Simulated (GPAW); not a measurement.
# ZnSe (Stilleite) (F-43m) in GPAW: notebook, part 2 of 3

GPAW 26.7.0.

## (4) G0W0 quasiparticle levels, PBE

Contents of run.py:

```python
import json
import numpy as np
from ase import Atoms
from ase.dft.bandgap import bandgap
from ase.io import write
from gpaw import GPAW, PW
from gpaw.response.g0w0 import G0W0

atoms = Atoms(['Se', 'Zn'],
              cell=[[0.0, 2.8338, 2.8338],
                    [2.8338, 0.0, 2.8338],
                    [2.8338, 2.8338, 0.0]],
              scaled_positions=[[0.75, 0.75, 0.75],
                                [0.0, 0.0, 0.0]],
              pbc=True)

calc = GPAW(mode=PW(500),
            xc='PBE',
            kpts={'size': (4, 4, 4), 'gamma': True},
            occupations={'name': 'fermi-dirac', 'width': 0.001},
            nbands=18,
            convergence={'density': 1e-06},
            maxiter=150,
            txt='gpaw.txt')
atoms.calc = calc
energy = atoms.get_potential_energy()
calc.write('gs.gpw')
write('result.traj', atoms)
print(f'Energy: {energy:.6f} eV')
print('Fermi level:', round(calc.get_fermi_level(), 4), 'eV')
print(f'Gap: {bandgap(calc)[0]:.4f} eV, direct: {bandgap(calc, direct=True)[0]:.4f} eV')

calc.diagonalize_full_hamiltonian(nbands=77)
calc.write('full.gpw', mode='all')

ibz = calc.get_ibz_k_points()
gap, vbm, cbm = bandgap(calc, output=None)
gap, direct, _ = bandgap(calc, direct=True, output=None)
gamma = int(np.abs(ibz).sum(1).argmin())
kpts = sorted({gamma, vbm[1], cbm[1], direct[1]})
gw = G0W0(calc='full.gpw',
          filename='gw',
          ecut=80,
          ecut_extrapolation=False,
          relbands=(-2, 2),
          kpts=kpts,
          integrate_gamma='WS',
          nbands=73,
          ppa=True,
          xc='rALDA',
          fxc_mode='GWG',
          do_GW_too=True)
gw.calculate()
results = {mode: {key: np.asarray(r[key]).tolist() for key in ['f', 'eps', 'vxc', 'exx', 'sigma', 'Z', 'qp', 'sigma_eskn']}
           for mode, r in gw.all_results.items()}
json.dump({'kpts': ibz[kpts].tolist(), 'results': results}, open('gw.json', 'w'))
for mode, r in results.items():
    f, qp = np.array(r['f']), np.array(r['qp'])
    print(mode, 'quasiparticle energies (eV):')
    print(qp.round(3))
    print(mode, 'gap:', round(qp[f < 0.5].min() - qp[f > 0.5].max(), 4), 'eV')
```

Potentials or basis: GPAW PAW data sets (gpaw-data 1.2.1), pw.

Command:

```sh
$ OMP_NUM_THREADS=1 python run.py
```

gpaw.txt:

```text
__  _  _
 | _ |_)|_||  |
 |__||  | ||/\| - 26.7.0

Input parameters:
  mode=PW(ecut=500.0),
  convergence={'density': 1e-06},
  kpts=MonkhorstPack(size=(4, 4, 4), gamma=True),
  maxiter=150,
  nbands=18,
  occupations=Occupations(name='fermi-dirac', width=0.001),
  xc=XC(name='PBE')

Diagonalizing LCAO Hamiltonian
Converting LCAO to pw mode

                    Se

       Zn

Atoms  # Å, Bohr magnetons
|   | symbol |        x |        y |        z |    initial magnetic moments |
|---|--------|----------|----------|----------|-----------------------------|
| 0 |     Se | 4.250700 | 4.250700 | 4.250700 | ( 0.0000,  0.0000,  0.0000) |
| 1 |     Zn | 0.000000 | 0.000000 | 0.000000 | ( 0.0000,  0.0000,  0.0000) |

Unit cell  # Å
| periodic |        x |        y |        z |  lengths |    angles |
|----------|----------|----------|----------|----------|-----------|
|      yes | 0.000000 | 2.833800 | 2.833800 | 4.007598 | 60.000000 |
|      yes | 2.833800 | 0.000000 | 2.833800 | 4.007598 | 60.000000 |
|      yes | 2.833800 | 2.833800 | 0.000000 | 4.007598 | 60.000000 |

Number of symmetries: 24
Symmetry operations  # r_c * U_cc + t_c -> r_c
|    | kind |            matrix            |
|----|------|------------------------------|
|  0 |  E   |  1, 0, 0,  0, 1, 0,  0, 0, 1 |
|  1 |  σ   |  1, 0, 0,  0, 0, 1,  0, 1, 0 |
|  2 |  σ   |  1, 0,-1,  0, 1,-1,  0, 0,-1 |
|  3 |  C3  |  1, 0,-1,  0, 0,-1,  0, 1,-1 |
|  4 |  C3  |  1,-1, 0,  0,-1, 1,  0,-1, 0 |
|  5 |  σ   |  1,-1, 0,  0,-1, 0,  0,-1, 1 |
|  6 |  σ   |  0, 1, 0,  1, 0, 0,  0, 0, 1 |
|  7 |  C3  |  0, 1, 0,  0, 0, 1,  1, 0, 0 |
|  8 |  C2  |  0, 1,-1,  1, 0,-1,  0, 0,-1 |
|  9 |  S4  |  0, 1,-1,  0, 0,-1,  1, 0,-1 |
| 10 |  C3  |  0, 0, 1,  1, 0, 0,  0, 1, 0 |
| 11 |  σ   |  0, 0, 1,  0, 1, 0,  1, 0, 0 |
| 12 |  S4  |  0, 0,-1,  1, 0,-1,  0, 1,-1 |
| 13 |  C3  |  0, 0,-1,  0, 1,-1,  1, 0,-1 |
| 14 |  S4  |  0,-1, 1,  1,-1, 0,  0,-1, 0 |
| 15 |  C2  |  0,-1, 1,  0,-1, 0,  1,-1, 0 |
| 16 |  C3  |  0,-1, 0,  1,-1, 0,  0,-1, 1 |
| 17 |  S4  |  0,-1, 0,  0,-1, 1,  1,-1, 0 |
| 18 |  S4  | -1, 1, 0, -1, 0, 1, -1, 0, 0 |
| 19 |  C3  | -1, 1, 0, -1, 0, 0, -1, 0, 1 |
| 20 |  C3  | -1, 0, 1, -1, 1, 0, -1, 0, 0 |
| 21 |  S4  | -1, 0, 1, -1, 0, 0, -1, 1, 0 |
| 22 |  σ   | -1, 0, 0, -1, 1, 0, -1, 0, 1 |
| 23 |  C2  | -1, 0, 0, -1, 0, 1, -1, 1, 0 |

BZ-sampling:
  Number of BZ points: 64
  Number of IBZ points: 8

  Monkhorst-Pack size: [4, 4, 4]
  Monkhorst-Pack shift: [0.125, 0.125, 0.125]

K-points  # in reciprocal-cell coordinates
|   |                                coordinates |     weight |
|---|--------------------------------------------|------------|
| 0 | (  0.00000000,   0.00000000,   0.00000000) | 0.01562500 |
| 1 | (  0.25000000,   0.25000000,   0.00000000) | 0.09375000 |
| 2 | (  0.25000000,   0.25000000,   0.25000000) | 0.12500000 |
| 3 | (  0.50000000,   0.25000000,  -0.25000000) | 0.09375000 |
| 4 | (  0.50000000,   0.25000000,   0.25000000) | 0.18750000 |
| 5 | (  0.50000000,   0.50000000,   0.00000000) | 0.04687500 |
| 6 | (  0.50000000,   0.50000000,   0.25000000) | 0.37500000 |
| 7 | (  0.50000000,   0.50000000,   0.50000000) | 0.06250000 |

Plane wave coefficients: 1174
Cutoff: 500.0 eV

Spin-components: 1 (collinear spins)
Bands:           18
Projectors:      11
Spin-degeneracy: 2
Datatype:        complex128

Parallelization:
  kpt:    1
  domain: 1
  band:   1

Density:
  Valence electrons: 18.0
  Components: 1
  Grid points: [21 21 21]
  Charge: 0.0  # |e|

Potential:
  Grid points: [21 21 21]

species:
  Se:
    name:    Selenium
    Z:       34.0
    valence: 6
    core:    28
    charge:  0.0  # [|e|]
    compensation charges:
      type: gauss
      rc: 0.27  # [Å]
      lmax: 2
    cutoffs:
      filter: 1.77  # [Å]
      core: 2.67  # [Å]
    projectors
    | kind |    occ | energy [eV] | rcut [Å] |
    |------|--------|-------------|----------|
    |   4s |  2.000 |     -17.277 |    0.847 |
    |   4p |  4.000 |      -6.512 |    1.005 |
    |    s |        |       9.935 |    0.847 |
    |    p |        |      20.699 |    1.005 |
    |    d |        |       0.000 |    0.847 |

    Using partial waves for Se as LCAO basis

  Zn:
    name:    Zinc
    Z:       30.0
    valence: 12
    core:    18
    charge:  0.0  # [|e|]
    compensation charges:
      type: gauss
      rc: 0.37  # [Å]
      lmax: 2
    cutoffs:
      filter: 2.14  # [Å]
      core: 2.28  # [Å]
    projectors
    | kind |    occ | energy [eV] | rcut [Å] |
    |------|--------|-------------|----------|
    |   4s |  2.000 |      -5.977 |    1.286 |
    |   4p |  0.000 |      -1.117 |    1.270 |
    |   3d | 10.000 |     -10.142 |    1.180 |
    |    s |        |      21.234 |    1.286 |
    |    p |        |      26.095 |    1.270 |
    |    d |        |      17.070 |    1.180 |

    Using partial waves for Zn as LCAO basis

Reference energy: -114964.858784  # eV

eigensolver:
  PPCG
  Converge bands: occupied
  niter=2

density mixing:
  MSR1-Mixer
  Pratt-step length: 0.05
  Maximum mixing coefficient: 0.75
  Old densities: 10
  SVD Regularization: 0.005
  Good broyden scale: 1.0
  Trust region scale: 1.0
  Backstep threshold: 4.0
  History deletion threshold: 6.0
  Fourier metric: weight=20.0, sigma=0.015

occupation numbers:
  Fermi-Dirac:
    width: 0.0010  # eV

poisson solver:
  ecut: 4000.0  # eV

xc functional:
  name: PBE with 2 nearest neighbor stencil

convergence criteria:
- Maximum integral of absolute [dens]ity change: 1e-06 electrons / valence electron
- Maximum [total energy] change in last 3 cyles: 0.0005 eV / valence electron
- Maximum integral of absolute [eigenst]ate change: 4e-08 eV^2 / valence electron
maximum number of iterations: 150

SCF iterations
|iter     | |      energy | eigst |  dens |
|---------|-|-------------|-------|-------|
|iter:   1| |   -6.283977 | -0.30 |       |
|iter:   2| |   -6.223321 | -2.22 | -1.23 |
|iter:   3| |   -6.028786 | -1.62 | -1.27 |
|iter:   4| |   -6.028383 | -2.63 | -1.82 |
|iter:   5| |   -6.029435c| -3.75 | -2.30 |
|iter:   6| |   -6.029386c| -4.22 | -2.88 |
|iter:   7| |   -6.029407c| -5.29 | -3.52 |
|iter:   8| |   -6.029412c| -6.15 | -3.90 |
|iter:   9| |   -6.029412c| -8.20c| -5.06 |
|iter:  10| |   -6.029412c| -7.89c| -5.49 |
|iter:  11| |   -6.029412c| -9.11c| -6.40c|

Converged in 11 steps
Energy contributions relative to reference atoms: (reference = -114964.858784)

Energy contributions:
  Kinetic:          13.622480
  Coulomb:         -11.476943
  Zero:             -0.050400
  External:          0.000000
  Xc:               -8.124550
  Entropy:          -0.000000
  Spinorbit:         0.000000
  ----------------------------
  Free energy:      -6.029412
  Extrapolated:     -6.029412

dipole moment: (-7.083996, -7.083996, -7.083996)  # |e|*Ang

Fermi level: 4.355
Eigenvalues  # (at kpt = [0.000, 0.000, 0.000])
| band index |      eig [eV] | occ [0-2] |
|------------|---------------|-----------|
|          0 |        -9.339 |     2.000 |
|          1 |        -2.643 |     2.000 |
|          2 |        -2.643 |     2.000 |
|          3 |        -2.643 |     2.000 |
|          4 |        -2.280 |     2.000 |
|          5 |        -2.280 |     2.000 |
[... 10 lines left out ...]
|         16 |        16.955 |     0.000 |
|         17 |        16.955 |     0.000 |

Gap: 1.286 eV
Transition (v -> c):
  (s=0, k=0, n=8, [0.00, 0.00, 0.00]) -> (s=0, k=0, n=9, [0.00, 0.00, 0.00])
No difference between direct/indirect transitions
# Writing to gs.gpw (mode='')

Matrix size: 1174x1174
# Writing to full.gpw (mode='all')
```

stdout:

```text
Energy: -6.029412 eV
Fermi level: 4.3551 eV
Gap: 1.2858 eV, direct: 1.2858 eV
IBZ(<points: 8, symmetries: 24>)
Occupied bands: 9
Calculating eigenvalues:
  k-points: 1
  Bands: 7-10 (inclusive)
HSE06-eigenvalue shifts:
  min: -3.015 eV
  ave: 0.710 eV
  max: 4.689 eV
IBZ(<points: 8, symmetries: 24>)
Occupied bands: 9
Calculating eigenvalues:
  k-points: 1
  Bands: 7-10 (inclusive)
HSE06-eigenvalue shifts:
  min: -3.015 eV
  ave: 0.710 eV
  max: 4.689 eV
GWG quasiparticle energies (eV):
[[[ 3.487  3.487  6.025 10.458]]]
GWG gap: 2.5375 eV
GW quasiparticle energies (eV):
[[[ 3.34   3.34   5.777 10.131]]]
GW gap: 2.4371 eV
```

gw.w.txt:

```text
FrequencyGridDescriptor(from 0.000+0.000j to 0.000+27.211j eV, 2 points)
FrequencyGridDescriptor(from 0.000+0.000j to 0.000+27.211j eV, 2 points)

BZ k-points: Symmetries present (total): 24

64 k-points: 4 x 4 x 4 Monkhorst-Pack grid + [1/8,1/8,1/8]
8 k-points in the irreducible part of the Brillouin zone
[... 137 lines left out ...]
   8   1.000   3.902 -18.896 -21.911   2.493  -0.257   0.795   3.487
   9   0.000   5.188 -13.784  -9.603  -3.158  -0.223   0.818   6.025
  10   0.000   9.692 -11.646  -6.958  -3.746  -0.230   0.813  10.458
                                                                   GW
   7   1.000   3.902 -18.896 -21.911   2.303  -0.267   0.789   3.340
   8   1.000   3.902 -18.896 -21.911   2.303  -0.268   0.789   3.340
   9   0.000   5.188 -13.784  -9.603  -3.453  -0.235   0.810   5.777
  10   0.000   9.692 -11.646  -6.958  -4.141  -0.248   0.802  10.131
```

Run time: 1.7 min. Hardware: 1 thread of Arm Neoverse V1, shared host; peak memory 0.58 GiB.

What came out:

| Quantity | Value |
| --- | --- |
| Free energy | -6.0294 eV |
| Band gap on the k mesh, mean-field level | 1.29 eV, direct |
| Quasiparticle gap | 2.44 eV |
| Least direct quasiparticle gap | 2.44 eV |

Levels at points of the mesh, in eV from the valence-band top:
| k point | band 5 | band 6 | band 7 | band 8 | band 9 | band 10 | band 11 | band 12 | band 13 | band 14 |
| --- | --- | --- | --- | --- | --- | --- | --- | --- | --- | --- |
| (0.00, 0.00, 0.00) | -6.18 | -6.18 | 0.00 | 0.00 | 0.00 | 1.29 | 5.79 | 5.79 | 5.79 | 9.95 |
| (0.50, 0.50, 0.00) | -6.13 | -6.00 | -4.76 | -2.19 | -2.19 | 2.97 | 3.45 | 10.74 | 11.24 | 11.24 |
| (0.50, 0.50, 0.50) | -6.16 | -6.02 | -5.23 | -0.87 | -0.87 | 2.53 | 6.37 | 6.37 | 8.57 | 10.98 |

Caveat: the k mesh is coarse (spacing up to 0.48 Å⁻¹), so the values aren't converged; the quasiparticle gap is taken among the few k points that were corrected; the long-wavelength limit can be off by several per cent where d states take part.

(Continued in part 3 of 3.)
